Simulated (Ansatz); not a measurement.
TiSi2 in Ansatz: the effect of functional

Crystal: TiSi2.

```
CELL_PARAMETERS angstrom
-1.46299 1.70064 4.18381
1.46299 -1.70064 4.18381
1.46299 1.70064 -4.18381
ATOMIC_POSITIONS crystal
Ti 0.00000 0.00000 0.00000
Si 0.67008 0.67008 0.00000
Si 0.32992 0.32992 0.00000
```

The cell comes from a database or a generator and needn't be the stable form of this composition.

The cell isn't the ideal one: volume scaled by 0.98.

Alike in all runs:

```yaml
Program: Ansatz 0.2.0
Task: single point
Potentials_or_basis: Ansatz PAW
k_mesh: 12 × 12 × 12
Occupations: fermi-dirac, width 0.05 eV
Spin: no spin polarisation
```

```tsv
functional	cutoff	pressure (GPa)	largest force (eV/Å)
LDA	420 eV (not typed: the program's choice for these potentials)	-3.9	0.10
PBEsol	420 eV (not typed: the program's choice for these potentials)	?	?
r2SCAN	500 eV (not typed: the program's choice for these potentials)	0.5	0.06
```

Task: What does the run with functional PBEsol give?

Result: Pressure -0.8 GPa; largest force 0.05 eV/Å.

Caveats: the PAW data sets come from PBE, with cores solved anew for the run's functional, which leaves a small shift of forces and pressure.
